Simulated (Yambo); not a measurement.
# BN (F-43m) in Yambo: a series of runs

Runs on BN. Level: PBEsol. Tasks: optical spectrum, optical spectrum by the Bethe-Salpeter equation.

All numbers are computed with Yambo 5.3.0; they aren't measurements. Logs are shortened: lines on timing, memory, paths and dates and some standing lists are left out, and cuts for length are marked.

### Step 1. The undisturbed crystal

The structure is cubic, space group F-43m (No. 216). The conventional cell has a = 3.626 Å, b = 3.626 Å, c = 3.626 Å, α = 90.00°, β = 90.00°, γ = 90.00°. N (site symmetry -43m) has 4 B at 1.57 Å as nearest neighbours. Around B (site symmetry -43m) lie 4 N at 1.57 Å.

The cell is a database's computed one.

### Step 2. Optical spectrum, PBEsol (cell stretched)

The input, optics1.in:

```
optics
chi
Chimod= "HARTREE"
% BndsRnXd
 1 | 29 |
%
NGsBlkXd= 3 Ry
% LongDrXd
 1 | 0 | 0 |
%
% QpntsRXd
 1 | 1 |
%
% EnRngeXd
 0 | 20 | eV
%
% DmRngeXd
 0.1 | 0.1 | eV
%
ETStpsXd= 200
```

The input, scf.in:

```
&CONTROL
  calculation = 'scf'
  prefix = 'pwscf'
  outdir = './tmp'
  pseudo_dir = './pseudo'
/
&SYSTEM
  ibrav = 0
  nat = 2
  ntyp = 2
  ecutwfc = 84
  nbnd = 9
  occupations = 'smearing'
  smearing = 'fd'
  degauss = 0.00367493
  force_symmorphic = .true.
/
&ELECTRONS
  conv_thr = 4d-10
  electron_maxstep = 120
  mixing_beta = 0.5
/
ATOMIC_SPECIES
N     14.0070 N.upf
B     10.8100 B.upf
CELL_PARAMETERS angstrom
   0.0000000000    1.8601128608    1.8601128608
   1.8601128608    0.0000000000    1.8601128608
   1.8601128608    1.8601128608    0.0000000000
ATOMIC_POSITIONS crystal
N      0.2500000000    0.2500000000    0.2500000000
B      0.0000000000    0.0000000000    0.0000000000
K_POINTS automatic
12 12 12 0 0 0
```

The input, nscf.in:

```
&CONTROL
  calculation = 'nscf'
  prefix = 'pwscf'
  outdir = './tmp'
  pseudo_dir = './pseudo'
/
&SYSTEM
  ibrav = 0
  nat = 2
  ntyp = 2
  ecutwfc = 84
  nbnd = 124
  occupations = 'fixed'
  force_symmorphic = .true.
/
&ELECTRONS
  conv_thr = 1d-08
  diago_full_acc = .true.
  diago_thr_init = 1d-06
/
ATOMIC_SPECIES
N     14.0070 N.upf
B     10.8100 B.upf
CELL_PARAMETERS angstrom
   0.0000000000    1.8601128608    1.8601128608
   1.8601128608    0.0000000000    1.8601128608
   1.8601128608    1.8601128608    0.0000000000
ATOMIC_POSITIONS crystal
N      0.2500000000    0.2500000000    0.2500000000
B      0.0000000000    0.0000000000    0.0000000000
K_POINTS automatic
6 6 6 0 0 0
```

Potentials or basis: PseudoDojo 0.4.1 SR PBEsol standard.

Started as:

```bash
OMP_NUM_THREADS=1 pw.x -in scf.in > scf.out
OMP_NUM_THREADS=1 pw.x -in nscf.in > nscf.out
cd tmp/pwscf.save; p2y; mv SAVE ../..; cd ../..
OMP_NUM_THREADS=1 yambo
OMP_NUM_THREADS=1 yambo -F optics1.in -J optics1 -C optics1_out
```

Yambo's report:

```text
[... sections 02.01 to 02.04 as in the set-up run ...]

  [02.05] Energies & Occupations
  ==============================

  [X] === General ===
  [X] Electronic Temperature                        :  0.000000  0.000000 [eV K]
  [X] Bosonic    Temperature                        :  0.000000  0.000000 [eV K]
  [X] Finite Temperature mode                       : no
  [X] El. density                                   :  0.62150E+24 [cm-3]
  [X] Fermi Level                                   :  9.797072 [eV]

  [X] === Gaps and Widths ===
  [X] Conduction Band Min                           :  4.234832 [eV]
  [X] Valence Band Max                              :  0.000000 [eV]
  [X] Filled Bands                                  :   4
  [X] Empty Bands                                   :    5  124
  [X] Direct Gap                                    :  8.413319 [eV]
  [X] Direct Gap localized at k                     :  1
  [X] Indirect Gap                                  :  4.234832 [eV]
  [X] Indirect Gap between kpts                     :   1  13
  [X] Last valence band width                       :  5.676639 [eV]
  [X] 1st conduction band width                     :  5.427035 [eV]

 [03] Transferred momenta grid and indexing
 ==========================================

 IBZ Q-points                                      :  16
 BZ  Q-points                                      :  216

 K/Q-points units:
 rlu = crystal or reduced units; cc = cartesian coordinates; iku = interal k-units

 Q [ 1]         [rlu]:  0.000000  0.000000  0.000000
 Q [ 2]         [rlu]: -0.77920E-18 -0.77920E-18  0.16667
 Q [ 3]         [rlu]: -0.15584E-17 -0.15584E-17  0.33333
 Q [ 4]         [rlu]: -0.71029E-16 -0.71029E-16 -0.50000
 Q [ 5]         [rlu]:  0.43904E-17  0.16667      0.16667
 Q [ 6]         [rlu]: -0.77920E-18  0.16667      0.33333
 Q [ 7]         [rlu]: -0.81582E-17  0.16667      0.50000
 Q [ 8]         [rlu]: -0.89184E-17  0.16667     -0.33333
 Q [ 9]         [rlu]:  0.15584E-17  0.16667     -0.16667
 Q [10]         [rlu]:  0.87808E-17  0.33333      0.33333
 Q [11]         [rlu]:  0.16399E-16  0.33333      0.50000
 Q [12]         [rlu]:  0.97166E-17  0.33333     -0.33333
 Q [13]         [rlu]: -0.13171E-16 -0.50000     -0.50000
 Q [14]         [rlu]:  0.166667  0.333333  0.500000
 Q [15]         [rlu]:  0.166667  0.333333 -0.333333
 Q [16]         [rlu]:  0.166667 -0.500000 -0.333333

 [WARNING] [Xd] User bands 1-29 break level degeneracy

 [04] Dipoles
 ============

  [04.01] Setup: observables and procedures
  =========================================

  [WF-Oscillators/G space/Transverse up loader] Normalization (few states)  min/max  :  0.59817E-16   1.0000

  [WR./optics1//ndb.dipoles]------------------------------------------------------
   Brillouin Zone Q/K grids (IBZ/BZ)                :   16  216   16  216
   RL vectors                                       :  1591 [WF]
   Fragmentation                                    : yes
   Electronic Temperature                           :  0.000000 [K]
   Bosonic    Temperature                           :  0.000000 [K]
   DIP band range                                   :   1  29
   DIP band range limits                            :   4   5
   DIP e/h energy range                             : -1.000000 -1.000000 [eV]
   RL vectors in the sum                            :  1591
   [r,Vnl] included                                 : yes
   Bands ordered                                    : yes
[... 7 lines left out ...]
  [WARNING] In case H contains other non local terms, these are neglected

 [05] Optics
 ===========

 [X-CG] R(p) Tot o/o(of R):   1243  21600    100
```

Wall time 12 s (1 thread of AMD EPYC 9R45 (Zen 5), shared host); peak memory 0.27 GiB.

What came out:

```yaml
Band_gap_on_the_k_mesh_mean-field_level: 4.23 eV, indirect (least direct gap 8.41 eV)
Electronic_dielectric_constant_along_the_field: 4.74
Electronic_dielectric_constant_along_the_field_independent_particles: 4.93
```

Dielectric function (along the field direction of the input):
```tsv
energy (eV)	real part	imaginary part
0.30	4.74	0.03
0.80	4.76	0.03
1.31	4.79	0.03
1.81	4.84	0.03
2.31	4.90	0.04
2.81	4.98	0.04
3.32	5.09	0.04
3.82	5.22	0.05
4.32	5.38	0.05
4.82	5.58	0.06
5.33	5.83	0.07
5.83	6.15	0.09
6.33	6.57	0.11
6.83	7.13	0.14
7.34	7.95	0.21
7.84	9.32	0.39
8.34	12.41	2.39
8.84	14.40	7.72
9.35	6.87	3.45
9.85	15.30	19.64
10.35	3.33	13.41
10.85	5.10	10.38
11.36	-5.55	9.37
11.86	-2.87	4.35
12.36	-2.33	2.87
12.86	2.02	4.36
13.37	0.07	9.73
13.87	-1.66	3.36
14.37	4.86	5.27
14.87	-3.31	9.16
15.38	-6.43	5.75
15.88	-2.94	2.17
16.38	-2.76	1.96
16.88	-0.81	2.31
17.39	-2.04	0.99
17.89	-2.29	2.01
18.39	-2.08	0.82
18.89	-0.71	0.36
19.40	-0.45	1.20
20.00	-0.07	0.48
```

Caveat: the k mesh is coarse (spacing up to 0.49 Å⁻¹), so the values aren't converged; spectra need much finer meshes, so this one isn't converged; these spectra lack excitons. A k mesh can miss the band edges.

### Step 3. Optical spectrum by the Bethe-Salpeter equation, PBEsol (cell stretched)

The input, bse2.in:

```
optics
bse
bss
rim_cut
em1s
RandQpts= 1000000
RandGvec= 50 RL
Chimod= "HARTREE"
% BndsRnXs
 1 | 29 |
%
NGsBlkXs= 5 Ry
% LongDrXs
 1 | 0 | 0 |
%
BSKmod= "SEX"
BSEmod= "retarded"
BSSmod= "d"
% BSEQptR
 1 | 1 |
%
% BSEBands
 3 | 6 |
%
BSENGexx= 20 Ry
BSENGBlk= 5 Ry
% BEnRange
 0 | 20 | eV
%
% BDmRange
 0.1 | 0.1 | eV
%
BEnSteps= 200
% BLongDir
 1 | 0 | 0 |
%
BSEprop= "abs"
WRbsWF
% KfnQP_E
 2.0 | 1.0 | 1.0 |
%
```

scf.in is that of step 2.

nscf.in is that of step 2.

Potentials or basis: PseudoDojo 0.4.1 SR PBEsol standard.

Started as:

```bash
OMP_NUM_THREADS=1 pw.x -in scf.in > scf.out
OMP_NUM_THREADS=1 pw.x -in nscf.in > nscf.out
cd tmp/pwscf.save; p2y; mv SAVE ../..; cd ../..
OMP_NUM_THREADS=1 yambo
mkdir -p bse2; ln -s $PWD/g0w00/ndb.RIM bse2/
OMP_NUM_THREADS=1 yambo -F bse2.in -J bse2 -C bse2_out
OMP_NUM_THREADS=1 ypp -J bse2 -C bse2_out -e s -b 1
```

Yambo's report:

```text
[... sections 02.01 to 02.04 as in the set-up run ...]

  [02.05] Energies & Occupations
  ==============================

  [X] === General ===
  [X] Electronic Temperature                        :  0.000000  0.000000 [eV K]
  [X] Bosonic    Temperature                        :  0.000000  0.000000 [eV K]
  [X] Finite Temperature mode                       : no
  [X] El. density                                   :  0.62150E+24 [cm-3]
  [X] Fermi Level                                   :  9.797072 [eV]

  [X] === Gaps and Widths ===
  [X] Conduction Band Min                           :  4.234832 [eV]
  [X] Valence Band Max                              :  0.000000 [eV]
  [X] Filled Bands                                  :   4
  [X] Empty Bands                                   :    5  124
  [X] Direct Gap                                    :  8.413319 [eV]
  [X] Direct Gap localized at k                     :  1
  [X] Indirect Gap                                  :  4.234832 [eV]
  [X] Indirect Gap between kpts                     :   1  13
  [X] Last valence band width                       :  5.676639 [eV]
  [X] 1st conduction band width                     :  5.427035 [eV]

 [03] Transferred momenta grid and indexing
 ==========================================

 [BZ sampling] Q-grid is User defined and/or read from the database

 IBZ Q-points                                      :  16
 BZ  Q-points                                      :  216

 K/Q-points units:
 rlu = crystal or reduced units; cc = cartesian coordinates; iku = interal k-units

 Q [ 1]         [rlu]:  0.000000  0.000000  0.000000
 Q [ 2]         [rlu]: -0.77920E-18 -0.77920E-18  0.16667
 Q [ 3]         [rlu]: -0.15584E-17 -0.15584E-17  0.33333
 Q [ 4]         [rlu]: -0.71029E-16 -0.71029E-16 -0.50000
 Q [ 5]         [rlu]:  0.43904E-17  0.16667      0.16667
 Q [ 6]         [rlu]: -0.77920E-18  0.16667      0.33333
 Q [ 7]         [rlu]: -0.81582E-17  0.16667      0.50000
 Q [ 8]         [rlu]: -0.89184E-17  0.16667     -0.33333
 Q [ 9]         [rlu]:  0.15584E-17  0.16667     -0.16667
 Q [10]         [rlu]:  0.87808E-17  0.33333      0.33333
 Q [11]         [rlu]:  0.16399E-16  0.33333      0.50000
 Q [12]         [rlu]:  0.97166E-17  0.33333     -0.33333
 Q [13]         [rlu]: -0.13171E-16 -0.50000     -0.50000
 Q [14]         [rlu]:  0.166667  0.333333  0.500000
[... 231 lines left out ...]
     [K] Correlation                                  : yes [res]
     [K] Kernel`s coupling                            : no
     [K] Exchange                                     : no [cpl]
     [K] Correlation                                  : no [cpl]
     [K] W interaction is bare                        : no
     [K] ALDA kernel in R-space                       : no
     [K] RL vectors                                   :  169 [exchange]
     [K] RL vectors                                   :  27 [correlation]
     [K] E/h energy range                             : -1.000000 -1.000000 [eV]
     [K] Coupling range                               :  100.0000  100.0000 [o/o]
     [W] Interaction is diagonal                      : no
     [W] Matrix size                                  :  27
     [W] Bands                                        :   1  29
     [W] e/h energy range                             : -1.000000 -1.000000 [eV]
     [W] Poles                                        :  100.0000 [o/o]
     [W] RL vectors in the sum                        :  1591
     [W] [r,Vnl] included                             : yes
     [W] Field direction                              :  0.100000E-4   0.00000      0.00000
     [W] Coulomb Cutoff                               : none
     [W] Hxc Kernel                                   : HARTREE
     [RIM] RL components                              :   51 [col]
     [RIM] Random points                              :  1000000 [col]
     [SOC] Perturbative SOC                           : no
     [K] Kernel long-range exchange                   : BAR

    [08.01.05.03] Wave-Function Phases
    ==================================

    [BSE] WF phases found       :  62.63021 [o/o]

   [08.01.06] BSE solver(s) @q1
   ============================

   [08.01.07] Diago Solver @q1
   ===========================

   [WR./bse2//ndb.BS_diago_Q1]-----------------------------------------------------
    BS kernel          energies                      : Perdew, Burke & Ernzerhof SOL(X)+Perdew, Burke & Ernzerhof SOL(C)+ user defined corrections @E
    [K] Identifier                                   :   7013
    [K] Dimension                                    :   864
    [K] Bands                                        :   3   6
    [K] Exchange                                     : yes [res]
    [K] Correlation                                  : yes [res]
    [K] Kernel`s coupling                            : no
    [K] Exchange                                     : no [cpl]
    [K] Correlation                                  : no [cpl]
    [K] W interaction is bare                        : no
    [K] ALDA kernel in R-space                       : no
    [K] RL vectors                                   :  169 [exchange]
    [K] RL vectors                                   :  27 [correlation]
    [K] E/h energy range                             : -1.000000 -1.000000 [eV]
    [K] Coupling range                               :  100.0000  100.0000 [o/o]
    [W] Interaction is diagonal                      : no
    [W] Matrix size                                  :  27
    [W] Bands                                        :   1  29
    [W] e/h energy range                             : -1.000000 -1.000000 [eV]
    [W] Poles                                        :  100.0000 [o/o]
    [W] RL vectors in the sum                        :  1591
    [W] [r,Vnl] included                             : yes
    [W] Field direction                              :  0.100000E-4   0.00000      0.00000
    [W] Coulomb Cutoff                               : none
    [W] Hxc Kernel                                   : HARTREE
    [RIM] RL components                              :   51 [col]
    [RIM] Random points                              :  1000000 [col]
    [SOC] Perturbative SOC                           : no
    [K] Kernel long-range exchange                   : BAR
    [BSS] Eigenstates included                       : yes
    [BSS] Field direction                            :  0.100000E-4   0.00000      0.00000
    [BSS] Eigenstates computed                       :   864
    [BSS] Number of BSE matrices                     :  1
```

o-bse2.exc_qpt1_E_sorted:

```text
# [K] Identifier                                  :   7013
# [K] Dimension                                   :   864
# [K] Bands                                       :   3   6
# [K] Exchange                                    : yes [res]
# [K] Correlation                                 : yes [res]
# [K] Kernel`s coupling                           : no
# [K] Exchange                                    : no [cpl]
# [K] Correlation                                 : no [cpl]
[... 28 lines left out ...]
#
     9.83768764        0.468587016E-1      1.00000000
     9.83997597        0.109413201         2.00000000
     9.84989686        0.337495682E-2      3.00000000
     9.86302588        0.463810200E-1      4.00000000
     10.1531269        0.392529884         5.00000000
     10.1553990        0.165028479         6.00000000
[... 35 lines left out ...]
     10.5910454        0.668957834E-6      42.0000000
     10.5912476        0.329279423E-5      43.0000000
[... 823 further lines ...]
```

Wall time 30 s (1 thread of AMD EPYC 9R45 (Zen 5), shared host); peak memory 0.27 GiB.

Results:

```yaml
Band_gap_on_the_k_mesh_mean-field_level: 4.23 eV, indirect (least direct gap 8.41 eV)
Exciton_binding_energy: 0.58 eV
Lowest_exciton_energy: 9.84 eV
Lowest_bright_exciton_energy: 9.84 eV
```

Dielectric function (along the field direction of the input):
| energy (eV) | real part | imaginary part |
| --- | --- | --- |
| 0.30 | 3.76 | 0.00 |
| 1.31 | 3.79 | 0.01 |
| 2.31 | 3.88 | 0.01 |
| 3.32 | 4.02 | 0.02 |
| 4.42 | 4.26 | 0.03 |
| 5.43 | 4.61 | 0.04 |
| 6.43 | 5.14 | 0.07 |
| 7.54 | 6.16 | 0.13 |
| 8.54 | 8.09 | 0.30 |
| 9.55 | 15.01 | 1.87 |
| 10.65 | -2.23 | 7.55 |
| 11.66 | -8.73 | 10.49 |
| 12.66 | -6.22 | 4.90 |
| 13.77 | -2.46 | 1.37 |
| 14.77 | -3.48 | 4.10 |
| 15.78 | 0.93 | 3.49 |
| 16.88 | -2.21 | 0.32 |
| 17.89 | -1.74 | 0.69 |
| 18.89 | -1.19 | 0.09 |
| 20.00 | -0.63 | 0.03 |

Lowest exciton energies (eV): 9.84, 9.84, 9.85, 9.86, 10.15, 10.16, 10.16, 10.16

Excitons:
| energy (eV) | strength (relative to the strongest) |
| --- | --- |
| 9.838 | 0.047 |
| 9.840 | 0.11 |
| 9.850 | 0.0034 |
| 9.863 | 0.046 |
| 10.153 | 0.39 |
| 10.155 | 0.17 |
| 10.157 | 0.58 |
| 10.160 | 0.0081 |
| 10.161 | 0.0035 |
| 10.162 | 0.00044 |
| 10.290 | 0.085 |
| 10.298 | 0.13 |

Caveat: the k mesh is coarse (spacing up to 0.49 Å⁻¹), so the values aren't converged; the scissor is the correction of the direct gap in an earlier G0W0 run on the same states; exciton energies and binding change strongly with the k mesh and aren't converged on this one; spectra need much finer meshes, so this one isn't converged. A k mesh can miss the band edges.
